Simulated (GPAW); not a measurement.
Set up this calculation in GPAW 26.7.0, as an ASE script.

```
Task                : single point
Functional          : PBEsol
Potentials or basis : PAW data sets generated in the run's folder for this functional
Cutoff              : 600 eV
Basis               : pw
k mesh              : 8 × 8 × 5
Occupations         : fermi-dirac, width 0.05 eV
Spin                : no spin polarisation
Maxiter             : 150
```

PtSe2 (Sudovikovite):

```
Pt Se
1.0
     3.72400    0.00000    0.00000
    -1.86200    3.22508    0.00000
     0.00000    0.00000    5.06200
Pt Se
1 2
Direct
  0.01133 0.02263 0.00660
  0.65034 0.33135 0.74000
  0.33238 0.65513 0.24631
```

The cell isn't the ideal one: atoms moved at random, drawn with an rms of 0.05 Å.

One way to write it, as run:

run.py

```python
from ase import Atoms
from ase.dft.bandgap import bandgap
from ase.io import write
from ase.units import GPa
from gpaw import GPAW, PW, setup_paths

setup_paths.insert(0, '.')

atoms = Atoms(['Pt', 'Se', 'Se'],
              cell=[[3.724, 0.0, 0.0],
                    [-1.862, 3.2250786037, 0.0],
                    [0.0, 0.0, 5.062]],
              scaled_positions=[[0.011333, 0.022629, 0.006602],
                                [0.650345, 0.331345, 0.740001],
                                [0.332382, 0.655127, 0.246311]],
              pbc=True)

calc = GPAW(mode=PW(600),
            xc='PBEsol',
            kpts={'size': (8, 8, 5), 'gamma': True},
            occupations={'name': 'fermi-dirac', 'width': 0.05},
            nbands=26,
            convergence={'density': 1e-05, 'energy': 1e-05},
            maxiter=150,
            txt='gpaw.txt')
atoms.calc = calc
energy = atoms.get_potential_energy()
forces = atoms.get_forces()
stress = atoms.get_stress()
calc.write('gs.gpw')
write('result.traj', atoms)
print(f'Energy: {energy:.6f} eV')
print('Forces (eV/A):')
print(forces.round(4))
print('Stress (GPa):', (stress / GPa).round(3))
print('Fermi level:', round(calc.get_fermi_level(), 4), 'eV')
print(f'Gap: {bandgap(calc)[0]:.4f} eV, direct: {bandgap(calc, direct=True)[0]:.4f} eV')
```

Potentials or basis: PAW data sets generated in the run's folder for this functional, pw.

Run with:

```bash
$ gpaw-setup -f PBEsol Pt Se
$ OMP_NUM_THREADS=1 python run.py
```

Results of the run:

```json
{"Pressure": "2.1 GPa", "Largest force": "1.956 eV/Å", "Band gap on the k mesh": "none (metal or under the smearing width)"}
```

Run time: 3 min on 1 thread of Arm Neoverse V2, with other jobs on the host, peak memory 0.36 GiB.
